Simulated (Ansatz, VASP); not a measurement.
## HfN in VASP and in Ansatz

```
Hf N
1.0
     0.00000    2.24086    2.24086
     2.24086    0.00000    2.24086
     2.24086    2.24086    0.00000
Hf N
1 1
Direct
  0.00000 0.00000 0.00000
  0.50000 0.50000 0.50000
```

Change from the starting cell: volume scaled by 0.98.

Alike in both runs: task single point; functional PBEsol; k mesh 10 × 10 × 10; occupations fermi-dirac, width 0.05 eV; no spin polarisation.

|  | VASP | Ansatz |
| --- | --- | --- |
| version | VASP 6.6.1 | Ansatz 0.2.0 |
| potentials or method | VASP PAW PBE potentials, release 64 (Hf_pv, N) | Ansatz PAW |
| plane-wave cutoff (eV) | 520 | 420 |
| valence electrons in the cell | 15 | 31 |

|  | VASP | Ansatz | Ansatz less VASP |
| --- | --- | --- | --- |
| gap on the k mesh at the Fermi level (eV) | none | none | - |
| pressure (GPa) | 1.7 | 3.9 | +2.17 |

A gap of «none» marks a metal or a gap that the smearing closes. The functional is the same, so the differences come from potentials, cutoffs and numerics. The two sets of potentials don't hold the same shells in valence.

Caveats: the PAW data sets were made with another functional, which shifts forces and pressure a little (VASP); the pressure holds a Pulay correction of +0.5 GPa for the finite cutoff (Ansatz); the PAW data sets come from PBE, with cores solved anew for the run's functional, which leaves a small shift of forces and pressure (Ansatz). Spin-orbit coupling is left out, which matters for the levels of Hf.
